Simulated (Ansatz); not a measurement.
## AlN in Ansatz: the effect of exact exchange

AlN:

```
Al N
1.0
     3.11300    0.00000    0.00000
    -1.55650    2.69594    0.00000
     0.00000    0.00000    4.98100
Al N
2 2
Direct
  0.66667 0.33333 0.50000
  0.33333 0.66667 0.00000
  0.66667 0.33333 0.88000
  0.33333 0.66667 0.38000
```

Alike in all runs:

```yaml
Program: Ansatz 0.2.0
Task: single point
Functional: HSE06 form with a typed share of exact exchange
Potentials_or_basis: Ansatz PAW
Cutoff: "420 eV (not typed: the program's choice for these potentials)"
k_mesh: 5 × 5 × 3
Occupations: fermi-dirac, width 0.05 eV
Spin: no spin polarisation
```

Problem. One run gave: gap on the mesh 6.48 eV; pressure -4.6 GPa. Which exact exchange did it use?
A. 0.4
B. 0.25
C. 0.5
D. 0.3

Solution. A.

```csv
exact exchange,gap on the mesh (eV),pressure (GPa)
0.25,5.60,-1.6
0.3,5.89,-2.6
0.4,6.48,-4.6
0.5,7.07,-6.5
```

Caveats: all runs use coarse meshes; odd divisions of the mesh miss points on the zone boundary, where band edges often lie, so the gap on the mesh can be too wide; the PAW data sets come from PBE, with cores solved anew for the run's functional, which leaves a small shift of forces and pressure; the thresholds are loose for stress.

